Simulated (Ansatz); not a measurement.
# MoS2 (R3m): one cell under locks on the spin (series 3), part 2 of 3

What does it cost to force the spins of MoS2 (R3m) into other sizes and orders? Cell and atoms stay fixed.

Ansatz 0.2.0; DFT PBE+U (U = 4 eV, J = 0.9 eV on Mo d), plane waves, PAW.

### 3 Total moment locked at zero, no site moments, 0.00 μB per cell

Contents of input.yaml:

```yaml
crystal:
  lattice:
    - [1.58149989, 0.91307939, 6.12332821]
    - [-1.58149989, 0.91307939, 6.12332821]
    - [0.0, -3.65231756, 12.24665642]
  atoms:
    - { symbol: Mo, position: [0.0, 0.0, 0.0] }
    - { symbol: S, position: [0.7484, 0.7484, 0.3742] }
    - { symbol: S, position: [0.5849, 0.5849, 0.29245] }
    - { symbol: Mo, position: [0.0, 0.0, 0.5] }
    - { symbol: S, position: [0.7484, 0.7484, 0.8742] }
    - { symbol: S, position: [0.5849, 0.5849, 0.79245] }
basis:
  ecutwfc: 420
  ecutrho_ratio: 4
kpoints:
  mp_grid: { grid: [7, 7, 4] }
hamiltonian:
  xc: pbe
  hubbard:
    sites:
      - { site: 0, l: d, u: 4.0, j: 0.9 }
      - { site: 3, l: d, u: 4.0, j: 0.9 }
scf:
  occupations: { method: gaussian, width: 0.05 }
  lower_state_search: "off"
  max_iter: 150
output:
  forces: true
  stress: true
  eigenvalues: true
  populations: true
  hubbard: { sites: [{ site: 0, l: d }, { site: 3, l: d }] }
magnetization:
  spin_polarized: true
  initial_magnetization: 0.0
  spin_locking: { lock_magnetization: hard }
```

The lock stays on to the end, so the result is a constrained state.

On the command line:

```console
ansatz run input.yaml --threads 4 --pin off --max-ram 6144MiB --backend cpu --events-out ev --progress --plain --runs-dir out
```

Output:

```text
Warning: output.stress: scf.convergence.dr2_threshold = 1e-7 eV (the SCF's general default) is looser than the 6e-10 eV advised for a printed stress (1e-10 eV for each atom of the cell: 6). What an SCF threshold leaves in a stress goes as its square root, and in the free energy as the threshold itself, and one threshold admits the most on a small cell: of the crystals measured, under no hybrid functional and no lock of the moments, on runs that ended without the residual-converged pass, on stresses that held no estimate of that error, the worst erred by over 100 MPa in a component at 1e-7 eV an atom and by under 5 at 1e-10. Set scf.convergence.dr2_threshold to 6e-10 eV or tighter. The threshold is an SCF's pass mark: one that does not reach it within its budget of iterations ends unconverged, or closes short of it on a stop that the run arms, and scf.convergence.dr2_threshold's page says what that costs each kind of run
Warning: RAYON_NUM_THREADS=4 ignored (pool sized by the plan → 4); use --threads N
basis.fft_grid_basis auto: the FFT boxes are laid along the combinations [[1, -1, 0], [0, 1, 0], [-1, -1, 1]] of the cell's own vectors, 3.163, 6.390 and 5.478 Å long. The dense box has 24×45×40 points. Along the cell's own vectors, as sized, it would have 45×45×90, 4.22 times as many. Of the 4 symmetry operations that the crystal satisfies within crystal.symmetry.tolerance (time reversal apart; of a slab, those that keep its plane) the dense box along the cell's own vectors carries 4, and the one as laid loses 2 of those. basis.fft_grid_basis: typed keeps the cell's own vectors: state it where this run's energies or levels are differenced outside the engine with another run's, or held beside a run that keeps those vectors.
Mo: projections on atomic orbitals take those of the free atom [Ar 3d10] 4s2 4p6 4d5 5s1, of charge +0.00 (hamiltonian.pseudopotentials.projection_atoms); the dataset's partial waves leave at most 6.0e-6 of an orbital's norm unspanned inside its sphere
S: projections on atomic orbitals take those of the free atom [Ne] 3s2 3p4, of charge +0.00 (hamiltonian.pseudopotentials.projection_atoms); the dataset's partial waves leave at most 1.6e-7 of an orbital's norm unspanned inside its sphere
Engine: ansatz 0.2.0, aarch64-unknown-linux-gnu
Pseudopotentials: kind: paw
Pseudopotential: Mo, paw, valence charge 14, recommended cutoff 420 eV (normal), Mo.paw.azcp
Pseudopotential: S, paw, valence charge 6, recommended cutoff 420 eV (normal), S.paw.azcp
Functional definition: PBE
  parameter kappa = 0.804
  parameter beta = 0.06672455060314922
  exchange = pbe_x(kappa = kappa, mu = beta*pi^2/3)
  correlation = pbe_c(beta = beta)
Crystal: 6 atoms, lattice volume = 106.108 Å³
Basis set: ecut = 420 eV, 2045 PW (Γ), FFT grids on a1−a2, a2, −a1−a2+a3, exchange–correlation on 48×90×80 points (8 copies of the dense FFT grid, shifted against one another)
Bands: 32, of which v1, the nominal top of the filled ones, is band 26 counted from 1 (25 counted from 0)
Symmetry: 4 space group operations
Space group: R3m (ITA 160), of the structure as read, at distance tolerance 4.7e-5 Å
k-points: 60 of 196 (time reversal used)
Non-local potential: Mo, projectors of the file, l = 0: 3, l = 1: 2, l = 2: 2, l = 3: 1
Non-local potential: S, projectors of the file, l = 0: 2, l = 1: 2, l = 2: 2
PAW form: soft (Blöchl's): semilocal exchange-correlation on the pseudo side does not see the compensation charge
PAW one-centre angular grid: Mo, 590 points (default); XC on 64 Gauss nodes
PAW one-centre angular grid: S, 110 points (default); XC on 64 Gauss nodes
Initial density: superposition of atomic densities (chi_scale 0.1, normalization cell, long waves kept (reshape's long-wave potential 0.07 eV rms))
Initial wavefunctions: pseudopotential atomic-orbital guess
Functional: x = pbe(κ = 0.804, μ = 0.2195149727645171), c = pbe(β = 0.06672455060314922)
SCF iter   1: F=—  HF=-13519.107889 eV  |F-HF|=—  |Δ(HF+E_count)|=         —  Δρ=3.09e-2 (↑3.09e-2 ↓3.09e-2)  dr2=4.94e0  dr2_m=0.00e0  M=0.000 μB ∫|m|=0.000 μB  β_m=0.30  ethr=3.10e-3  ⟨swp⟩=6.9  Hψ=8699  notcnv=0
preconditioner: auto → Resta (q_TF=auto, 2.423 Å⁻¹)  ε∞=7.7  [insulator: Δε(μ)=0.685 eV  Ē_g=8.383 eV  σ=0.050 eV  W_gap=1.00  n_scr=28 (ndim 8)  ℏωp=21.6 eV  f_vac=0.003  D(μ)=0.00/eV (n_scr^D=0)  ε∞_Penn≈7.7]
spin=Collinear: Resta preconditioning applied to the charge; magnetization (m = ρ↑ − ρ↓) channel mixes plain (no charge-response kernel on spin).
SCF iter   2: F=—  HF=-13518.237643 eV  |F-HF|=—  |Δ(HF+E_count)|=   8.70e-1  Δρ=1.88e-2 (↑1.88e-2 ↓1.88e-2)  dr2=2.04e0  dr2_m=0.00e0  M=0.000 μB ∫|m|=0.000 μB  β_m=0.48  ethr=3.10e-3  ⟨swp⟩=2.5  Hψ=3647  notcnv=0  defer=94
SCF iter   3: F=—  HF=-13517.758085 eV  |F-HF|=—  |Δ(HF+E_count)|=   4.80e-1  Δρ=6.99e-3 (↑6.99e-3 ↓6.99e-3)  dr2=3.55e-1  dr2_m=0.00e0  M=0.000 μB ∫|m|=0.000 μB  β_m=0.65  ethr=3.10e-3  ⟨swp⟩=2.0  Hψ=2964  notcnv=0  defer=94
SCF iter   4: F=—  HF=-13517.689098 eV  |F-HF|=—  |Δ(HF+E_count)|=   6.90e-2  Δρ=1.67e-3 (↑1.67e-3 ↓1.67e-3)  dr2=1.59e-2  dr2_m=0.00e0  M=0.000 μB ∫|m|=0.000 μB  β_m=0.83  ethr=6.83e-4  ⟨swp⟩=2.1  Hψ=3234  notcnv=0  defer=92
SCF iter   5: F=—  HF=-13517.692707 eV  |F-HF|=—  |Δ(HF+E_count)|=   3.61e-3  Δρ=4.02e-4 (↑4.02e-4 ↓4.02e-4)  dr2=1.16e-3  dr2_m=0.00e0  M=0.000 μB ∫|m|=0.000 μB  β_m=0.91  ethr=3.05e-5  ⟨swp⟩=2.2  Hψ=2955  notcnv=0  defer=91
SCF iter   6: F=—  HF=-13517.693597 eV  |F-HF|=—  |Δ(HF+E_count)|=   8.90e-4  Δρ=1.03e-4 (↑1.03e-4 ↓1.03e-4)  dr2=5.04e-5  dr2_m=0.00e0  M=0.000 μB ∫|m|=0.000 μB  β_m=0.96  ethr=2.23e-6  ⟨swp⟩=2.0  Hψ=2873  notcnv=0  defer=91
SCF iter   7: F=—  HF=-13517.693718 eV  |F-HF|=—  |Δ(HF+E_count)|=   1.22e-4  Δρ=2.38e-5 (↑2.38e-5 ↓2.38e-5)  dr2=2.61e-6  dr2_m=0.00e0  M=0.000 μB ∫|m|=0.000 μB  β_m=0.98  ethr=9.69e-8  ⟨swp⟩=2.0  Hψ=2934  notcnv=0  defer=91
SCF iter   8: F=—  HF=-13517.693726 eV  |F-HF|=—  |Δ(HF+E_count)|=   7.52e-6  Δρ=6.37e-6 (↑6.37e-6 ↓6.37e-6)  dr2=2.62e-7  dr2_m=0.00e0  M=0.000 μB ∫|m|=0.000 μB  β_m=0.97  ethr=5.03e-9  ⟨swp⟩=2.1  Hψ=2911  notcnv=0  defer=91
SCF iter   9: F=-13517.693726 eV  HF=-13517.693726 eV  |F-HF|=1.80e-8  |Δ(HF+E_count)|=   2.51e-7  Δρ=1.86e-6 (↑1.86e-6 ↓1.86e-6)  dr2=1.85e-8  dr2_m=0.00e0  M=0.000 μB ∫|m|=0.000 μB  ethr=1.92e-10  ⟨swp⟩=10.1  Hψ=8251  notcnv=0
SCF 1 converged in 9 iterations: F = -13517.693726 eV  dr2 = 1.85e-8
SCF converged after 9 iterations
Stability checked in part: among states of this total moment the steps that led to this state did not find it unstable. No probe was made; neither looks for a lower state of another moment (fixed_total_moment; see scf.lower_state_search)
Magnetization: 0.0000 μB (26.0000 up, 26.0000 down)
Absolute magnetization: 0.0000 μB (∫|ρ↑−ρ↓|)
Spin contamination: 0.0000 ħ² per cell (⟨S²⟩ above its minimum at these occupations)
Per-site moments (μB) at R_I (Å): [(0.0, 0.9752095157577177), (0.0, 0.9752095157577177), (0.0, 0.9753699504722424), (0.0, 0.9752095157577177), (0.0, 0.9752095157577177), (0.0, 0.9753699504722421)]
Free energy (F): -13517.693726 eV
Harris-Foulkes:  -13517.693726 eV  (|F-HF|=1.80e-8)
Internal energy: -13517.693726 eV  (E = F + TS)
E sigma→0 (E₀):  -13517.693726 eV
Fermi energy:    11.381442 (↑ 11.381442, ↓ 11.381442) eV
--- Per-component energies (eV) ---
  E_band       = -309.860912
  E_kinetic    = 1320.442751
  E_local      = -4059.247706  (includes V_loc(G=0)·N_el)
  E_nonlocal   = 399.183154
  E_hartree    = 1575.998980
  E_xc         = -759.873655
  E_vxc        = -813.842610  (∫ρ·V_xc dr)
  E_hubbard    = 7.660239  (on-site DFT+U / exact-exchange correction)
  E_vhub       = -0.885055  (the Hubbard potential's part of the band-sum identity)
  E_paw        = -8803.742571  (= ΣΔE_a)
  E_vpaw       = -307.513145  (= ΣTr[D̂ρ^β])
  E_aug_tail   = 0.000073  (compensation charges beyond the density's cutoff)
  E_ewald      = -3198.114990
  E_smearing   = -0.000000  (= −TS)
  E_closure    = -0.000000  (closes the sum)
  Σ components = -13517.693726   (vs F -13517.693726, Δ=0.00e0)
--- DFT+U+J on-site energies (Liechtenstein; fll double counting; per corrected site; eV) ---
  site 0 (l=d): U=4.0000  J=0.9000  Tr N=5.2276  E_int=44.233604  E_dc=40.403484  E_U=3.830120
  site 3 (l=d): U=4.0000  J=0.9000  Tr N=5.2276  E_int=44.233604  E_dc=40.403484  E_U=3.830120
--- Forces (eV/Å), atoms counted from 1 ---
  atom   1  Mo     0.00000000     0.00006899    -0.00161307
  atom   2  S      0.00000000     0.00005849     1.28342973
  atom   3  S     -0.00000000    -0.00012745    -1.28183054
  atom   4  Mo     0.00000000     0.00006899    -0.00161307
  atom   5  S      0.00000000     0.00005849     1.28342973
  atom   6  S     -0.00000000    -0.00012745    -1.28183054
  max |Σ_I F_I| component: 2.78e-5 eV/Å
--- Stress (GPa, compression-positive) ---
        6.858198       0.000000       0.000000
        0.000000       6.870903      -0.001265
        0.000000      -0.001265      13.845011
  P = ⅓ Tr σ = 9.1914 GPa (91.914 kbar)
--- Band table (eV; the first three rows and the last of 120) ---
  k-point 0 ↑: bands = ["-50.4130", "-50.3706", "-24.7935", "-24.5737", "-24.4872", "-24.4730", "-24.3782", "-24.3778", "-4.1193", "-2.2796", "-2.1322", "-1.7599", "3.9382", "4.2666", "5.5037", "5.9144", "6.9366", "7.3273", "7.3276", "8.6606", "8.6611", "8.8729", "9.2913", "9.5183", "9.9110", "9.9376", "12.5534", "12.9838", "13.2004", "13.2008", "13.6386", "13.6387"]
  k-point 1 ↑: bands = ["-50.4065", "-50.3765", "-24.7346", "-24.5611", "-24.4999", "-24.4592", "-24.4410", "-24.3919", "-3.8781", "-2.4964", "-2.2132", "-1.8459", "4.2063", "4.4830", "5.8315", "6.1497", "6.8847", "7.1241", "7.5861", "7.9644", "8.3071", "8.9804", "9.0121", "9.2328", "9.8199", "10.1313", "12.6013", "12.6861", "12.9641", "13.1643", "13.3705", "13.6136"]
  k-point 2 ↑: bands = ["-50.3913", "-50.3913", "-24.5898", "-24.5898", "-24.5306", "-24.5306", "-24.4257", "-24.4257", "-3.2432", "-3.2432", "-2.0405", "-2.0405", "4.6628", "4.6628", "6.2166", "6.2166", "6.8725", "6.8725", "7.6417", "7.6417", "8.2539", "8.2539", "9.4227", "9.4227", "9.5917", "9.5917", "12.3989", "12.3989", "12.8931", "12.8931", "13.7940", "13.7940"]
  k-point 59 ↓: bands = ["-50.3873", "-50.3873", "-24.6121", "-24.6121", "-24.5225", "-24.5225", "-24.4519", "-24.4519", "-2.9030", "-2.9030", "-2.2057", "-2.2057", "5.2198", "5.2198", "6.2941", "6.2941", "6.5539", "6.5539", "6.9920", "6.9920", "8.1076", "8.1076", "9.2219", "9.2219", "9.4404", "9.4404", "12.5635", "12.5635", "13.0166", "13.0166", "13.3344", "13.3344"]
Occupation matrices written to <dir>
--- Löwdin populations: 6 sites ---
  site symbol       q [e]    m [muB]
     0     Mo     13.7218     0.0000
     1      S      6.0353     0.0000
     2      S      6.0386     0.0000
     3     Mo     13.7218     0.0000
     4      S      6.0353     0.0000
     5      S      6.0386     0.0000
  spilling = 0.007860 (of n_electrons = 52.000000)
--- Occupation matrices: 2 shells (run DFT+U table (all-electron-ortho-atomic); ε = 2.62e-3) ---
  Mo0 d_4D: site group C3v (3m); on the run's cell Cs (m)
  Mo0 d_4D up     Tr n = 2.6138  λ = 0.472 0.472 0.533 0.533 0.604  [2× yz 0.50 E(1.00)/A'(0.50) | 2× xy 0.50 E(1.00)/A'(0.50) | z2 1.00 A1(1.00)/A'(1.00)]
  Mo0 d_4D dn     Tr n = 2.6138  λ = 0.472 0.472 0.533 0.533 0.604  [2× yz 0.50 E(1.00)/A'(0.50) | 2× xy 0.50 E(1.00)/A'(0.50) | z2 1.00 A1(1.00)/A'(1.00)]
  Mo3 d_4D: site group C3v (3m); on the run's cell Cs (m)
  Mo3 d_4D up     Tr n = 2.6138  λ = 0.472 0.472 0.533 0.533 0.604  [2× yz 0.50 E(1.00)/A'(0.50) | 2× xy 0.50 E(1.00)/A'(0.50) | z2 1.00 A1(1.00)/A'(1.00)]
  Mo3 d_4D dn     Tr n = 2.6138  λ = 0.472 0.472 0.533 0.533 0.604  [2× yz 0.50 E(1.00)/A'(0.50) | 2× xy 0.50 E(1.00)/A'(0.50) | z2 1.00 A1(1.00)/A'(1.00)]
  Tr n, λ and their labels are of the run-group-symmetrised matrices; stabiliser: 8 of 8 elements of G0×{1,Θ} (closed), max defect 7.1e-16 at τ = 5.6e-4
```

Run time: 8.3 s. Hardware: 4 threads of Arm Neoverse V1, shared host; peak memory 0.64 GiB.

It ends with a gap on the mesh of 0.78 eV, pressure 9.2 GPa, no moment over 0.05 μB in any sphere, largest force component 1.28 eV/Å, 4 symmetry operations imposed.

The shells' filling, with natural orbitals sorted by occupation:

| shell | channel | electrons | over 0.8 | 0.2 to 0.8 | under 0.2 |
| --- | --- | --- | --- | --- | --- |
| Mo 4d (atom 1) | up | 2.61 | 0 | 5 | 0 |
| Mo 4d (atom 1) | down | 2.61 | 0 | 5 | 0 |

### 4 No spin polarisation

Changes to input.yaml since step 3:

```diff
@@ -33,5 +33 @@
   hubbard: { sites: [{ site: 0, l: d }, { site: 3, l: d }] }
-magnetization:
-  spin_polarized: true
-  initial_magnetization: 0.0
-  spin_locking: { lock_magnetization: hard }
```

On the command line:

```console
ansatz run input.yaml --threads 4 --pin off --max-ram 6144MiB --backend cpu --events-out ev --progress --plain --runs-dir out
```

Output:

```text
Warning: RAYON_NUM_THREADS=4 ignored (pool sized by the plan → 4); use --threads N
basis.fft_grid_basis auto: the FFT boxes are laid along the combinations [[1, -1, 0], [0, 1, 0], [-1, -1, 1]] of the cell's own vectors, 3.163, 6.390 and 5.478 Å long. The dense box has 24×45×40 points. Along the cell's own vectors, as sized, it would have 45×45×90, 4.22 times as many. Of the 4 symmetry operations that the crystal satisfies within crystal.symmetry.tolerance (time reversal apart; of a slab, those that keep its plane) the dense box along the cell's own vectors carries 4, and the one as laid loses 2 of those. basis.fft_grid_basis: typed keeps the cell's own vectors: state it where this run's energies or levels are differenced outside the engine with another run's, or held beside a run that keeps those vectors.
Mo: projections on atomic orbitals take those of the free atom [Ar 3d10] 4s2 4p6 4d5 5s1, of charge +0.00 (hamiltonian.pseudopotentials.projection_atoms); the dataset's partial waves leave at most 6.0e-6 of an orbital's norm unspanned inside its sphere
S: projections on atomic orbitals take those of the free atom [Ne] 3s2 3p4, of charge +0.00 (hamiltonian.pseudopotentials.projection_atoms); the dataset's partial waves leave at most 1.6e-7 of an orbital's norm unspanned inside its sphere
[... 9 set-up lines as earlier in the session ...]
Crystal: 6 atoms, lattice volume = 106.108 Å³
Basis set: ecut = 420 eV, 2045 PW (Γ), FFT grids on a1−a2, a2, −a1−a2+a3, exchange–correlation on 48×90×80 points (8 copies of the dense FFT grid, shifted against one another)
Bands: 32, of which v1, the nominal top of the filled ones, is band 26 counted from 1 (25 counted from 0)
[... 2 set-up lines as earlier in the session ...]
k-points: 60 of 196 (time reversal used)
[... 5 set-up lines as earlier in the session ...]
Initial density: superposition of atomic densities (chi_scale 0.1, normalization cell, long waves of neutral atoms under a Hubbard term (reshape's long-wave potential 0.07 eV rms, cloud 2.59 Å wide))
[... 2 set-up lines as earlier in the session ...]
SCF iter   1: F=—  HF=-13519.081833 eV  |F-HF|=—  |Δ(HF+E_count)|=         —  Δρ=6.26e-2  dr2=4.99e0  ethr=3.10e-3  ⟨swp⟩=6.9  Hψ=8694  notcnv=0
preconditioner: auto → Resta (q_TF=auto, 2.423 Å⁻¹)  ε∞=7.6  [insulator: Δε(μ)=0.730 eV  Ē_g=8.407 eV  σ=0.050 eV  W_gap=1.00  n_scr=28 (ndim 8)  ℏωp=21.6 eV  f_vac=0.003  D(μ)=0.00/eV (n_scr^D=0)  ε∞_Penn≈7.6]
SCF iter   2: F=—  HF=-13517.951989 eV  |F-HF|=—  |Δ(HF+E_count)|=    1.13e0  Δρ=2.60e-2  dr2=1.42e0  ethr=3.10e-3  ⟨swp⟩=2.7  Hψ=4037  notcnv=0  defer=96
SCF iter   3: F=—  HF=-13517.752027 eV  |F-HF|=—  |Δ(HF+E_count)|=   2.00e-1  Δρ=1.42e-2  dr2=3.15e-1  ethr=2.74e-3  ⟨swp⟩=2.8  Hψ=2774  notcnv=0  defer=96
SCF iter   4: F=—  HF=-13517.689797 eV  |F-HF|=—  |Δ(HF+E_count)|=   6.22e-2  Δρ=2.44e-3  dr2=1.07e-2  ethr=6.06e-4  ⟨swp⟩=2.1  Hψ=2938  notcnv=0  defer=96
SCF iter   5: F=—  HF=-13517.692864 eV  |F-HF|=—  |Δ(HF+E_count)|=   3.07e-3  Δρ=6.45e-4  dr2=6.72e-4  ethr=2.06e-5  ⟨swp⟩=2.1  Hψ=3011  notcnv=0  defer=93
SCF iter   6: F=—  HF=-13517.693673 eV  |F-HF|=—  |Δ(HF+E_count)|=   8.09e-4  Δρ=1.87e-4  dr2=5.07e-5  ethr=1.29e-6  ⟨swp⟩=2.0  Hψ=2906  notcnv=0  defer=93
SCF iter   7: F=—  HF=-13517.693721 eV  |F-HF|=—  |Δ(HF+E_count)|=   4.82e-5  Δρ=3.82e-5  dr2=1.60e-6  ethr=9.76e-8  ⟨swp⟩=2.0  Hψ=2862  notcnv=0  defer=93
SCF iter   8: F=—  HF=-13517.693726 eV  |F-HF|=—  |Δ(HF+E_count)|=   4.62e-6  Δρ=1.30e-5  dr2=2.91e-7  ethr=3.08e-9  ⟨swp⟩=2.1  Hψ=2935  notcnv=0  defer=93
SCF iter   9: F=-13517.693726 eV  HF=-13517.693726 eV  |F-HF|=4.37e-9  |Δ(HF+E_count)|=   1.11e-7  Δρ=1.72e-6  dr2=3.50e-9  ethr=1.92e-10  ⟨swp⟩=10.9  Hψ=8374  notcnv=0
SCF 1 converged in 9 iterations: F = -13517.693726 eV  dr2 = 3.50e-9
SCF converged after 9 iterations
Free energy (F): -13517.693726 eV
Harris-Foulkes:  -13517.693726 eV  (|F-HF|=4.37e-9)
Internal energy: -13517.693726 eV  (E = F + TS)
E sigma→0 (E₀):  -13517.693726 eV
Fermi energy:    11.381414 eV
--- Per-component energies (eV) ---
  E_band       = -309.861932
  E_kinetic    = 1320.443254
  E_local      = -4059.252773  (includes V_loc(G=0)·N_el)
  E_nonlocal   = 399.183797
  E_hartree    = 1576.003198
  E_xc         = -759.873586
  E_vxc        = -813.842536  (∫ρ·V_xc dr)
  E_hubbard    = 7.660237  (on-site DFT+U / exact-exchange correction)
  E_vhub       = -0.885004  (the Hubbard potential's part of the band-sum identity)
  E_paw        = -8803.742937  (= ΣΔE_a)
  E_vpaw       = -307.513405  (= ΣTr[D̂ρ^β])
  E_aug_tail   = 0.000073  (compensation charges beyond the density's cutoff)
  E_ewald      = -3198.114990
  E_smearing   = -0.000000  (= −TS)
  E_closure    = 0.000000  (closes the sum)
  Σ components = -13517.693726   (vs F -13517.693726, Δ=0.00e0)
--- DFT+U+J on-site energies (Liechtenstein; fll double counting; per corrected site; eV) ---
  site 0 (l=d): U=4.0000  J=0.9000  Tr N=5.2276  E_int=44.233917  E_dc=40.403798  E_U=3.830118
  site 3 (l=d): U=4.0000  J=0.9000  Tr N=5.2276  E_int=44.233917  E_dc=40.403798  E_U=3.830118
--- Forces (eV/Å), atoms counted from 1 ---
  atom   1  Mo     0.00000000     0.00006910    -0.00157147
  atom   2  S     -0.00000000     0.00005853     1.28341480
  atom   3  S      0.00000000    -0.00012749    -1.28184262
  atom   4  Mo     0.00000000     0.00006910    -0.00157147
  atom   5  S     -0.00000000     0.00005853     1.28341480
  atom   6  S      0.00000000    -0.00012749    -1.28184262
  max |Σ_I F_I| component: 1.41e-6 eV/Å
--- Stress (GPa, compression-positive) ---
        6.858017       0.000000       0.000000
        0.000000       6.870722      -0.001265
        0.000000      -0.001265      13.844978
  P = ⅓ Tr σ = 9.1912 GPa (91.912 kbar)
--- Band table (eV; the first three rows and the last of 60) ---
  k-point 0: bands = ["-50.4130", "-50.3707", "-24.7936", "-24.5738", "-24.4872", "-24.4730", "-24.3782", "-24.3778", "-4.1193", "-2.2796", "-2.1322", "-1.7599", "3.9382", "4.2666", "5.5037", "5.9144", "6.9366", "7.3272", "7.3275", "8.6605", "8.6611", "8.8729", "9.2913", "9.5183", "9.9110", "9.9375", "12.5533", "12.9838", "13.2004", "13.2008", "13.6385", "13.6387"]
  k-point 1: bands = ["-50.4066", "-50.3766", "-24.7347", "-24.5611", "-24.5000", "-24.4593", "-24.4411", "-24.3920", "-3.8781", "-2.4964", "-2.2132", "-1.8459", "4.2063", "4.4830", "5.8315", "6.1497", "6.8847", "7.1241", "7.5860", "7.9644", "8.3071", "8.9804", "9.0121", "9.2328", "9.8199", "10.1313", "12.6013", "12.6861", "12.9641", "13.1643", "13.3705", "13.6136"]
  k-point 2: bands = ["-50.3913", "-50.3913", "-24.5898", "-24.5898", "-24.5306", "-24.5306", "-24.4258", "-24.4258", "-3.2432", "-3.2432", "-2.0405", "-2.0405", "4.6628", "4.6628", "6.2166", "6.2166", "6.8725", "6.8725", "7.6417", "7.6417", "8.2539", "8.2539", "9.4227", "9.4227", "9.5917", "9.5917", "12.3988", "12.3988", "12.8931", "12.8931", "13.7939", "13.7939"]
  k-point 59: bands = ["-50.3873", "-50.3873", "-24.6121", "-24.6121", "-24.5225", "-24.5225", "-24.4520", "-24.4520", "-2.9030", "-2.9030", "-2.2057", "-2.2057", "5.2198", "5.2198", "6.2941", "6.2941", "6.5539", "6.5539", "6.9920", "6.9920", "8.1076", "8.1076", "9.2219", "9.2219", "9.4403", "9.4403", "12.5635", "12.5635", "13.0166", "13.0166", "13.3344", "13.3344"]
Occupation matrices written to <dir>
--- Löwdin populations: 6 sites ---
  site symbol       q [e]
     0     Mo     13.7218
     1      S      6.0353
     2      S      6.0385
     3     Mo     13.7218
     4      S      6.0353
     5      S      6.0385
  spilling = 0.007860 (of n_electrons = 52.000000)
--- Occupation matrices: 2 shells (run DFT+U table (all-electron-ortho-atomic); ε = 6.82e-4) ---
  Mo0 d_4D: site group C3v (3m); on the run's cell Cs (m)
  Mo0 d_4D -      Tr n = 2.6138  λ = 0.472 0.472 0.533 0.533 0.604  [2× yz 0.50 E(1.00)/A'(0.50) | 2× xy 0.50 E(1.00)/A'(0.50) | z2 1.00 A1(1.00)/A'(1.00)]
  Mo3 d_4D: site group C3v (3m); on the run's cell Cs (m)
  Mo3 d_4D -      Tr n = 2.6138  λ = 0.472 0.472 0.533 0.533 0.604  [2× yz 0.50 E(1.00)/A'(0.50) | 2× xy 0.50 E(1.00)/A'(0.50) | z2 1.00 A1(1.00)/A'(1.00)]
  Tr n, λ and their labels are of the run-group-symmetrised matrices; stabiliser: 8 of 8 elements of G0×{1,Θ} (closed), max defect 7.1e-16 at τ = 1.4e-4
```

Wall time 8.3 s (4 threads of Arm Neoverse V1, shared host); peak memory 0.55 GiB.

Result: a gap on the mesh of 0.78 eV, pressure 9.2 GPa, no moment over 0.05 μB in any sphere, largest force component 1.28 eV/Å, 4 symmetry operations imposed.

The shells' filling, with natural orbitals sorted by occupation:

| shell | channel | electrons | over 0.8 | 0.2 to 0.8 | under 0.2 |
| --- | --- | --- | --- | --- | --- |
| Mo 4d (atom 1) | each spin | 2.61 | 0 | 5 | 0 |

(Continued in part 3 of 3.)
